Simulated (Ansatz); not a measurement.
**La: frozen-core PAW against all-electron methods**

```
La
1.0
     0.00000    2.64800    2.64800
     2.64800    0.00000    2.64800
     2.64800    2.64800    0.00000
La
1
Direct
  0.00000 0.00000 0.00000
```

The cell is COD entry 9008472, as deposited and not checked against the literature; nothing was relaxed.

No spin–orbit coupling, which matters for the heavy atoms here.

Methods: DFT, PBE, PAW with Ansatz's default frozen-core files, scalar-relativistic (Ansatz 0.2.0); DFT, PBE, all-electron PAW with datasets made for the crystal, scalar-relativistic (Ansatz 0.2.0); DFT, PBE, all-electron LAPW, scalar-relativistic (Ansatz 0.2.0).

For PAW: a Γ-centred 11×11×11 k mesh, Fermi–Dirac smearing of 0.05 eV, cutoff 420 eV, no spin polarisation. The crystal-made all-electron datasets (AE datasets) take a cutoff of 260 eV at this cell. LAPW targets a basis error of 0.25 meV/atom. The Ansatz runs share mesh, smearing and spin set-up. Plane-wave (PAW) pressures include the program's estimate of the Pulay term.

Stress and pressure are positive in compression.

Levels count from the Fermi level.

| quantity | PAW | AE datasets | LAPW |
| --- | --- | --- | --- |
| pressure (GPa) | -0.13 | -0.09 | -0.09 |
| highest filled level at X (eV) | -1.367 | -1.369 | -1.369 |
| lowest empty level at X (eV) | 1.822 | 1.848 | 1.848 |
| highest filled level at Γ (eV) | -3.189 | -3.190 | -3.190 |
| lowest empty level at Γ (eV) | 1.242 | 1.264 | 1.264 |

PAW's pressure differs from the LAPW value by -0.03 GPa.
